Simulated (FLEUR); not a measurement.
# ZrB2 (P6/mmm) in FLEUR: a series of runs

Runs on ZrB2. Level: RPBE. Tasks: band structure, equation of state.

Everything below comes from runs of FLEUR MaX-R8.1 (later development tree). Logs are shortened: lines on timing, memory, paths and dates and some standing lists are left out, and cuts for length are marked.

## (1) Starting point

The structure is hexagonal, space group P6/mmm (No. 191). The conventional cell has a = 3.170 Å, b = 3.170 Å, c = 3.533 Å, α = 90.00°, β = 90.00°, γ = 120.00°. Around Zr (site symmetry 6/mmm) lie 12 B at 2.54 Å. Around B (site symmetry -6m2) lie 3 B at 1.83 Å.

## (2) Band structure, RPBE

inp.xml

```xml
<?xml version="1.0" encoding="UTF-8" standalone="no"?>
<fleurInput fleurInputVersion="0.39">
   <comment>
      ZrB2                                                                                                
   </comment>
   <calculationSetup>
      <cutoffs Kmax="4.5" Gmax="14.0" GmaxXC="14.0" numbands="0"/>
      <scfLoop itmax="60" minDistance="0.00001" maxIterBroyd="15" imix="Anderson" alpha="0.05" precondParam="0.0" spinf="2.0" sdNocoIR="T"/>
      <coreElectrons ctail="T" frcor="F" kcrel="0" coretail_lmax="0"/>
      <xcFunctional name="Rpbe" relativisticCorrections="F"/>
      <magnetism jspins="1"/>
      <soc l_soc="F" theta="0.0" phi="0.0" spav="F"/>
      <expertModes spex="0" secvar="F"/>
      <geometryOptimization l_f="F" forcealpha="1.0" forcemix="BFGS" epsdisp="0.00001" epsforce="0.00001"/>
      <ldaU l_linMix="F" mixParam="0.05" spinf="1.0"/>
   </calculationSetup>
   <cell>
      <bzIntegration valenceElectrons="18.0" mode="hist" fermiSmearingEnergy="0.00183747">
         <kPointListSelection listName="default-1"/>
         <!-- k-points included here -->
         <xi:include xmlns:xi="http://www.w3.org/2001/XInclude" href="kpts.xml"> </xi:include>
      </bzIntegration>
      <!-- symmetry operations included here -->
      <xi:include xmlns:xi="http://www.w3.org/2001/XInclude" href="sym.xml"> </xi:include>
      <bulkLattice scale="1.0">
[... 32 lines left out ...]
         </electronConfig>
         <energyParameters s="2" p="2" d="3" f="4"/>
         <lo type="SCLO" l="0" n="2" eDeriv="2"/>
         <lo type="SCLO" l="1" n="2" eDeriv="2"/>
         <lo type="SCLO" l="2" n="3" eDeriv="2"/>
      </species>
   </atomSpecies>
   <atomGroups>
      <atomGroup species="Zirconium (Zr)">
         <relPos label="                   1">.0000000000 .0000000000 .0000000000</relPos>
         <force calculate="T" relaxXYZ="TTT"/>
      </atomGroup>
      <atomGroup species="Boron (B)">
         <relPos label="                   2">-1.000/3.000 1.000/3.000 1.000/2.000</relPos>
         <relPos label="                   3">1.000/3.000 -1.000/3.000 1.000/2.000</relPos>
         <force calculate="T" relaxXYZ="TTT"/>
      </atomGroup>
   </atomGroups>
   <output dos="F" band="F" slice="F">
      <checks vchk="F" cdinf="F"/>
      <bandDOS minEnergy="-.5*Htr" maxEnergy="0.5*Htr" sigma="0.015" storeEVData="T"/>
      <vacuumDOS vacdos="F" integ="F" star="F" nstars="0" locx1="0.0" locy1="0.0" locx2="0.0" locy2="0.0" nstm="0" tworkf="0.0"/>
      <unfoldingBand unfoldBand="F" supercellX="1" supercellY="1" supercellZ="1"/>
      <plotting iplot="0" polar="F">
         <plot TwoD="T" vec1="  1.0  0.0  0.0" vec2="  0.0  1.0  0.0" vec3="  0.0  0.0  1.0" zero="  0.0  0.0  0.0" file="plot"/>
      </plotting>
      <chargeDensitySlicing numkpt="0" minEigenval="0.0" maxEigenval="0.0" nnne="0" pallst="F"/>
      <specialOutput eonly="F"/>
      <moessbauerParams electricFieldGradient="T" isomerShift="T" coreHyperfine="T" valenceHyperfine="T"/>
      <magneticCircularDichroism mcd="F" energyLo="-10.0" energyUp="0.0"/>
   </output>
  <!-- We include the file relax.xml here to enable relaxations (see documentation) -->
  <xi:include xmlns:xi="http://www.w3.org/2001/XInclude" href="relax.xml"> <xi:fallback/> </xi:include>
</fleurInput>
```

crystal.txt

```
ZrB2
&input cartesian=F /
3.1700000000  0.0000000000  0.0000000000
-1.5850000000  2.7453005300  0.0000000000
0.0000000000  0.0000000000  3.5330000000
1.8897261246
1.0 1.0 1.0

3
40 0.0000000000  0.0000000000  0.0000000000
5 0.6666666667  0.3333333333  0.5000000000
5 0.3333333333  0.6666666667  0.5000000000

&kpt div1=10 div2=10 div3=8 gamma=T /
```

inp.xml (bands)

```
<?xml version="1.0" encoding="UTF-8" standalone="no"?>
<fleurInput fleurInputVersion="0.39">
   <comment>
      ZrB2                                                                                                
   </comment>
   <calculationSetup>
      <cutoffs Kmax="4.5" Gmax="14.0" GmaxXC="14.0" numbands="0"/>
      <scfLoop itmax="60" minDistance="0.00001" maxIterBroyd="15" imix="Anderson" alpha="0.05" precondParam="0.0" spinf="2.0" sdNocoIR="T"/>
      <coreElectrons ctail="T" frcor="F" kcrel="0" coretail_lmax="0"/>
      <xcFunctional name="Rpbe" relativisticCorrections="F"/>
      <magnetism jspins="1"/>
      <soc l_soc="F" theta="0.0" phi="0.0" spav="F"/>
      <expertModes spex="0" secvar="F"/>
      <geometryOptimization l_f="F" forcealpha="1.0" forcemix="BFGS" epsdisp="0.00001" epsforce="0.00001"/>
      <ldaU l_linMix="F" mixParam="0.05" spinf="1.0"/>
   </calculationSetup>
   <cell>
      <bzIntegration valenceElectrons="18.0" mode="hist" fermiSmearingEnergy="0.00183747">
         <kPointListSelection listName="path-1"/>
         <!-- k-points included here -->
         <xi:include xmlns:xi="http://www.w3.org/2001/XInclude" href="kpts.xml"> </xi:include>
      </bzIntegration>
      <!-- symmetry operations included here -->
      <xi:include xmlns:xi="http://www.w3.org/2001/XInclude" href="sym.xml"> </xi:include>
      <bulkLattice scale="1.0">
[... 32 lines left out ...]
         </electronConfig>
         <energyParameters s="2" p="2" d="3" f="4"/>
         <lo type="SCLO" l="0" n="2" eDeriv="2"/>
         <lo type="SCLO" l="1" n="2" eDeriv="2"/>
         <lo type="SCLO" l="2" n="3" eDeriv="2"/>
      </species>
   </atomSpecies>
   <atomGroups>
      <atomGroup species="Zirconium (Zr)">
         <relPos label="                   1">.0000000000 .0000000000 .0000000000</relPos>
         <force calculate="T" relaxXYZ="TTT"/>
      </atomGroup>
      <atomGroup species="Boron (B)">
         <relPos label="                   2">-1.000/3.000 1.000/3.000 1.000/2.000</relPos>
         <relPos label="                   3">1.000/3.000 -1.000/3.000 1.000/2.000</relPos>
         <force calculate="T" relaxXYZ="TTT"/>
      </atomGroup>
   </atomGroups>
   <output dos="F" band="T" slice="F">
      <checks vchk="F" cdinf="F"/>
      <bandDOS minEnergy="-.5*Htr" maxEnergy="0.5*Htr" sigma="0.015" storeEVData="T"/>
      <vacuumDOS vacdos="F" integ="F" star="F" nstars="0" locx1="0.0" locy1="0.0" locx2="0.0" locy2="0.0" nstm="0" tworkf="0.0"/>
      <unfoldingBand unfoldBand="F" supercellX="1" supercellY="1" supercellZ="1"/>
      <plotting iplot="0" polar="F">
         <plot TwoD="T" vec1="  1.0  0.0  0.0" vec2="  0.0  1.0  0.0" vec3="  0.0  0.0  1.0" zero="  0.0  0.0  0.0" file="plot"/>
      </plotting>
      <chargeDensitySlicing numkpt="0" minEigenval="0.0" maxEigenval="0.0" nnne="0" pallst="F"/>
      <specialOutput eonly="F"/>
      <moessbauerParams electricFieldGradient="T" isomerShift="T" coreHyperfine="T" valenceHyperfine="T"/>
      <magneticCircularDichroism mcd="F" energyLo="-10.0" energyUp="0.0"/>
   </output>
  <!-- We include the file relax.xml here to enable relaxations (see documentation) -->
  <xi:include xmlns:xi="http://www.w3.org/2001/XInclude" href="relax.xml"> <xi:fallback/> </xi:include>
</fleurInput>
```

Potentials or basis: all-electron, FLAPW.

Started as:

```console
inpgen -f crystal.txt -profile fastHighL
# inp.xml edited to the form shown
fleur_MPI
fleur_MPI   # second run, on inp.xml (bands)
```

What it wrote:

```text
Welcome to FLEUR        (www.flapw.de)
      MaX-Release 8.1          (www.max-centre.eu)

 ========== k-point set info ==========
 Selected k-point list: default-1
 k-point list type: mesh
 10 x 10 x 8
 Number of k points: 70

 ------------Calculation Setup---------------------------
 Number of MPI-tasks      :            1
 Number of PE/node        :            1
 Number of OMP-threads    :            1
 Most efficient MPI parallelization for:
           1           2           5           7          10          14          35          70
 Additional eigenvalue parallelization possible
 Number of basis functions:          444
 Approximate size of matrices (H+S) per k-point:         0.003 GB
 --------------------------------------------------------
Nuclear radius smaller than smallest radial mesh point for atom type 2 -- skipping its core isomer shift
Nuclear radius smaller than smallest radial mesh point for atom type 2 -- skipping its isomer shift
 Iteration:     1   Distance:      13.37640398 me/bohr^3
Nuclear radius smaller than smallest radial mesh point for atom type 2 -- skipping its core isomer shift
Nuclear radius smaller than smallest radial mesh point for atom type 2 -- skipping its isomer shift
 Iteration:     2   Distance:      11.99913663 me/bohr^3
Nuclear radius smaller than smallest radial mesh point for atom type 2 -- skipping its core isomer shift
Nuclear radius smaller than smallest radial mesh point for atom type 2 -- skipping its isomer shift
 Iteration:     3   Distance:       5.39040626 me/bohr^3
Nuclear radius smaller than smallest radial mesh point for atom type 2 -- skipping its core isomer shift
Nuclear radius smaller than smallest radial mesh point for atom type 2 -- skipping its isomer shift
 Iteration:     4   Distance:       4.39355693 me/bohr^3
Nuclear radius smaller than smallest radial mesh point for atom type 2 -- skipping its core isomer shift
Nuclear radius smaller than smallest radial mesh point for atom type 2 -- skipping its isomer shift
 Iteration:     5   Distance:       0.92490767 me/bohr^3
Nuclear radius smaller than smallest radial mesh point for atom type 2 -- skipping its core isomer shift
Nuclear radius smaller than smallest radial mesh point for atom type 2 -- skipping its isomer shift
 Iteration:     6   Distance:       0.42647049 me/bohr^3
Nuclear radius smaller than smallest radial mesh point for atom type 2 -- skipping its core isomer shift
Nuclear radius smaller than smallest radial mesh point for atom type 2 -- skipping its isomer shift
 Iteration:     7   Distance:       0.16614881 me/bohr^3
Nuclear radius smaller than smallest radial mesh point for atom type 2 -- skipping its core isomer shift
Nuclear radius smaller than smallest radial mesh point for atom type 2 -- skipping its isomer shift
 Iteration:     8   Distance:       0.01960659 me/bohr^3
Nuclear radius smaller than smallest radial mesh point for atom type 2 -- skipping its core isomer shift
Nuclear radius smaller than smallest radial mesh point for atom type 2 -- skipping its isomer shift
 Iteration:     9   Distance:       0.01786333 me/bohr^3
Nuclear radius smaller than smallest radial mesh point for atom type 2 -- skipping its core isomer shift
Nuclear radius smaller than smallest radial mesh point for atom type 2 -- skipping its isomer shift
 Iteration:    10   Distance:       0.00235802 me/bohr^3
Nuclear radius smaller than smallest radial mesh point for atom type 2 -- skipping its core isomer shift
Nuclear radius smaller than smallest radial mesh point for atom type 2 -- skipping its isomer shift
 Iteration:    11   Distance:       0.00159358 me/bohr^3
Nuclear radius smaller than smallest radial mesh point for atom type 2 -- skipping its core isomer shift
Nuclear radius smaller than smallest radial mesh point for atom type 2 -- skipping its isomer shift
 Iteration:    12   Distance:       0.00047512 me/bohr^3
Nuclear radius smaller than smallest radial mesh point for atom type 2 -- skipping its core isomer shift
Nuclear radius smaller than smallest radial mesh point for atom type 2 -- skipping its isomer shift
 Iteration:    13   Distance:       0.00014740 me/bohr^3
Nuclear radius smaller than smallest radial mesh point for atom type 2 -- skipping its core isomer shift
Nuclear radius smaller than smallest radial mesh point for atom type 2 -- skipping its isomer shift
 Iteration:    14   Distance:       0.00003449 me/bohr^3
Nuclear radius smaller than smallest radial mesh point for atom type 2 -- skipping its core isomer shift
Nuclear radius smaller than smallest radial mesh point for atom type 2 -- skipping its isomer shift
 Iteration:    15   Distance:       0.00000235 me/bohr^3

 ********************************************************************
 Run finished successfully
 Stop message:
   all done
 ********************************************************************
```

Wall time 48 s (1 thread of Arm Neoverse V2, shared host); peak memory 0.08 GiB.

What came out:

```
Free energy                                           : -99304.0129 eV
Band gap along the path                               : none (metal or under the smearing width)
Valence electrons inside the program's atomic spheres : Zr 10.40; B 1.55 (radii Zr 2.66, B 1.6 bohr)
```

Levels at the corners of the path, in eV from the Fermi level:
| point | band 7 | band 8 | band 9 | band 10 | band 11 | band 12 |
| --- | --- | --- | --- | --- | --- | --- |
| Γ | -2.59 | -2.49 | -2.34 | 3.50 | 3.50 | 4.28 |
| M | -3.85 | -3.04 | -2.60 | 2.27 | 2.39 | 5.02 |
| K | -6.86 | -2.40 | -2.40 | 1.63 | 1.63 | 3.26 |
| Γ | -2.59 | -2.49 | -2.34 | 3.50 | 3.50 | 4.28 |
| A | -0.93 | -0.93 | 0.42 | 0.42 | 0.87 | 0.87 |
| L | -4.57 | -4.08 | -2.01 | 3.88 | 4.07 | 5.38 |
| H | -4.91 | -2.65 | -2.65 | 4.22 | 6.07 | 6.07 |
| A | -0.93 | -0.93 | 0.42 | 0.42 | 0.87 | 0.87 |
| L | -4.57 | -4.08 | -2.01 | 3.88 | 4.07 | 5.38 |
| M | -3.85 | -3.04 | -2.60 | 2.27 | 2.39 | 5.02 |
| K | -6.86 | -2.40 | -2.40 | 1.63 | 1.63 | 3.26 |
| H | -4.91 | -2.65 | -2.65 | 4.22 | 6.07 | 6.07 |

Core levels (eV from the Fermi level):
```csv
atom,levels
1 Zr,"1s1/2 -17811.9, 2s1/2 -2461.8, 2p1/2 -2252.0, 2p3/2 -2166.2, 3s1/2 -398.4, 3p1/2 -320.4, 3p3/2 -306.7, 3d3/2 -169.5, 3d5/2 -167.0"
2 B,1s1/2 -173.3
3 B,1s1/2 -173.3
```

## (3) Equation of state, RPBE, 9.63 Å³/atom (volume scaled by 0.94)

Changes to inp.xml since step 2:

```diff
@@ -6,3 +6,3 @@
    <calculationSetup>
-      <cutoffs Kmax="4.5" Gmax="14.0" GmaxXC="14.0" numbands="0"/>
+      <cutoffs Kmax="4.65" Gmax="14.4" GmaxXC="14.4" numbands="0"/>
       <scfLoop itmax="60" minDistance="0.00001" maxIterBroyd="15" imix="Anderson" alpha="0.05" precondParam="0.0" spinf="2.0" sdNocoIR="T"/>
@@ -24,3 +24,3 @@
       <xi:include xmlns:xi="http://www.w3.org/2001/XInclude" href="sym.xml"> </xi:include>
-      <bulkLattice scale="1.0">
+      <bulkLattice scale="0.9795861087">
          <bravaisMatrix>
@@ -50,3 +50,3 @@
       <species name="Boron (B)" element="B" atomicNumber="5">
-         <mtSphere radius="1.6" gridPoints="529" logIncrement="0.019"/>
+         <mtSphere radius="1.55" gridPoints="529" logIncrement="0.019"/>
          <atomicCutoffs lmax="8" lnonsphr="6"/>
```

Potentials or basis: all-electron, FLAPW.

Started as:

```console
inpgen -f crystal.txt -profile fastHighL
# inp.xml edited to the form shown
fleur_MPI
```

What it wrote:

```text
Welcome to FLEUR        (www.flapw.de)
      MaX-Release 8.1          (www.max-centre.eu)

 ========== k-point set info ==========
 Selected k-point list: default-1
 k-point list type: mesh
 10 x 10 x 8
 Number of k points: 70

 ------------Calculation Setup---------------------------
 Number of MPI-tasks      :            1
 Number of PE/node        :            1
 Number of OMP-threads    :            1
 Most efficient MPI parallelization for:
           1           2           5           7          10          14          35          70
 Additional eigenvalue parallelization possible
 Number of basis functions:          451
 Approximate size of matrices (H+S) per k-point:         0.003 GB
[... 12 lines left out ...]
 Iteration:     4   Distance:       4.56942346 me/bohr^3
Nuclear radius smaller than smallest radial mesh point for atom type 2 -- skipping its core isomer shift
Nuclear radius smaller than smallest radial mesh point for atom type 2 -- skipping its isomer shift
 Iteration:     5   Distance:       1.01217348 me/bohr^3
Nuclear radius smaller than smallest radial mesh point for atom type 2 -- skipping its core isomer shift
Nuclear radius smaller than smallest radial mesh point for atom type 2 -- skipping its isomer shift
[... 14 lines left out ...]
Nuclear radius smaller than smallest radial mesh point for atom type 2 -- skipping its isomer shift
 Iteration:    11   Distance:       0.00108750 me/bohr^3
Nuclear radius smaller than smallest radial mesh point for atom type 2 -- skipping its core isomer shift
Nuclear radius smaller than smallest radial mesh point for atom type 2 -- skipping its isomer shift
 Iteration:    12   Distance:       0.00044673 me/bohr^3
Nuclear radius smaller than smallest radial mesh point for atom type 2 -- skipping its core isomer shift
Nuclear radius smaller than smallest radial mesh point for atom type 2 -- skipping its isomer shift
 Iteration:    13   Distance:       0.00003573 me/bohr^3
Nuclear radius smaller than smallest radial mesh point for atom type 2 -- skipping its core isomer shift
Nuclear radius smaller than smallest radial mesh point for atom type 2 -- skipping its isomer shift
 Iteration:    14   Distance:       0.00003456 me/bohr^3
Nuclear radius smaller than smallest radial mesh point for atom type 2 -- skipping its core isomer shift
Nuclear radius smaller than smallest radial mesh point for atom type 2 -- skipping its isomer shift
 Iteration:    15   Distance:       0.00000147 me/bohr^3

 ********************************************************************
 Run finished successfully
 Stop message:
   all done
 ********************************************************************
```

out.xml (last iteration):

```text
<iteration numberForCurrentRun="   15" overallNumber="   15">
         <energyParameters units="Htr">
            <atomicEP atomType="1" spin="1" branch="5s" branchLowest="-1.21" branchHighest="2.23" value="0.3728943291"/>
            <atomicEP atomType="1" spin="1" branch="5p" branchLowest="-0.35" branchHighest="2.84" value="0.4809929465"/>
            <atomicEP atomType="1" spin="1" branch="4d" branchLowest="-5.62" branchHighest="0.96" value="0.5023828442"/>
            <atomicEP atomType="1" spin="1" branch="4f" branchLowest="-9.99" branchHighest="2.28" value="0.7293885940"/>
[... 96 lines left out ...]
            </atomTypeDependentContributions>
            <tkbTimesEntropy value="0.0000996251"/>
            <freeEnergy value="-3649.3498273454"/>
            <extrapolationTo0K value="-3649.3497775328"/>
         </totalEnergy>
         <densityConvergence units="me/bohr^3">
            <chargeDensity spin="1" distance="0.0000014661"/>
         </densityConvergence>
      </iteration>
```

Run time: 47 s. Hardware: 1 thread of Arm Neoverse V2, shared host; peak memory 0.08 GiB.

What came out:

* Free energy: -99303.8677 eV
* Band gap on the k mesh: none (metal or under the smearing width)
* Valence electrons inside the program's atomic spheres: Zr 10.57; B 1.48 (radii Zr 2.66, B 1.55 bohr)

## (4) Equation of state, RPBE, 9.84 Å³/atom (volume scaled by 0.96)

Changes to inp.xml since step 3:

```diff
@@ -24,3 +24,3 @@
       <xi:include xmlns:xi="http://www.w3.org/2001/XInclude" href="sym.xml"> </xi:include>
-      <bulkLattice scale="0.9795861087">
+      <bulkLattice scale="0.9864848297">
          <bravaisMatrix>
```

Started as:

```console
inpgen -f crystal.txt -profile fastHighL
# inp.xml edited to the form shown
fleur_MPI
```

Wall time 48 s (1 thread of Arm Neoverse V2, shared host); peak memory 0.09 GiB.

It converged, with:

```
Free energy                                           : -99303.9385 eV
Band gap on the k mesh                                : none (metal or under the smearing width)
Valence electrons inside the program's atomic spheres : Zr 10.51; B 1.46 (radii Zr 2.66, B 1.55 bohr)
```

## (5) Equation of state, RPBE, 10.25 Å³/atom

Changes to inp.xml since step 4:

```diff
@@ -24,3 +24,3 @@
       <xi:include xmlns:xi="http://www.w3.org/2001/XInclude" href="sym.xml"> </xi:include>
-      <bulkLattice scale="0.9864848297">
+      <bulkLattice scale="1.0000000000">
          <bravaisMatrix>
```

Started as:

```console
inpgen -f crystal.txt -profile fastHighL
# inp.xml edited to the form shown
fleur_MPI
```

Run time: 51 s. Hardware: 1 thread of Arm Neoverse V2, shared host; peak memory 0.09 GiB.

It converged, with:

- Free energy: -99304.0130 eV
- Band gap on the k mesh: none (metal or under the smearing width)
- Valence electrons inside the program's atomic spheres: Zr 10.40; B 1.42 (radii Zr 2.66, B 1.55 bohr)

## (6) Equation of state, RPBE, 10.66 Å³/atom (volume scaled by 1.04)

Changes to inp.xml since step 5:

```diff
@@ -24,3 +24,3 @@
       <xi:include xmlns:xi="http://www.w3.org/2001/XInclude" href="sym.xml"> </xi:include>
-      <bulkLattice scale="1.0000000000">
+      <bulkLattice scale="1.0131594038">
          <bravaisMatrix>
```

Potentials or basis: all-electron, FLAPW.

Started as:

```console
inpgen -f crystal.txt -profile fastHighL
# inp.xml edited to the form shown
fleur_MPI
```

Wall time 54 s (1 thread of Arm Neoverse V2, shared host); peak memory 0.09 GiB.

It converged, with:

- Free energy: -99304.0113 eV
- Band gap on the k mesh: none (metal or under the smearing width)
- Valence electrons inside the program's atomic spheres: Zr 10.31; B 1.39 (radii Zr 2.66, B 1.55 bohr)

(Continued in part 2 of 2.)
